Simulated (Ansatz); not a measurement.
# SnS2 (Berndtite-2T): the cost of one run

Computed with Ansatz 0.2.0 (DFT, PBE, plane-wave PAW, default files, scalar-relativistic, unless a step's input says otherwise).

### 1 Starting point

It takes space group P-3m1 (No. 164, trigonal). The conventional cell has a = 3.639 Å, b = 3.639 Å, c = 5.868 Å, α = 90.00°, β = 90.00°, γ = 120.00°. Sn (site symmetry -3m) is surrounded by 6 S at 2.56 Å. Around S (site symmetry 3m) lie 3 Sn at 2.56 Å.

Structure file:

```
Sn S
1.0
     3.63900    0.00000    0.00000
    -1.81950    3.15147    0.00000
     0.00000    0.00000    5.86800
Sn S
1 2
Direct
  0.00000 0.00000 0.00000
  0.33333 0.66667 0.25000
  0.66667 0.33333 0.75000
```

### 2 Relaxation of the positions

Input file input.yaml:

```yaml
crystal:
  lattice:
    - [3.639, 0.0, 0.0]
    - [-1.8195, 3.1514664444, 0.0]
    - [0.0, 0.0, 5.868]
  atoms:
    - { symbol: Sn, position: [0.0, 0.0, 0.0] }
    - { symbol: S, position: [0.3333333333, 0.6666666667, 0.25] }
    - { symbol: S, position: [0.6666666667, 0.3333333333, 0.75] }
kpoints:
  mp_grid: { grid: [9, 9, 5] }
scf:
  occupations: { method: fermi_dirac, width: 0.02 }
hamiltonian:
  xc: pbe
  pseudopotentials: { kind: paw }
output:
  forces: true
  stress: true
  populations: true
  efg:
    quadrupole_moments_barn: { Sn: -0.132, S: -0.0694 }
    contact_densities: true
relax:
  f_tol: 0.02
  max_steps: 60
```

Run with:

```sh
> ansatz run input.yaml --threads 1 --pin off --max-ram 3072MiB --backend cpu --events-out ev --progress --plain --runs-dir out
```

Q: Estimate wall time and peak memory on 1 thread of Arm Neoverse V1, shared host.

About 10 s, with a peak of 0.41 GiB.
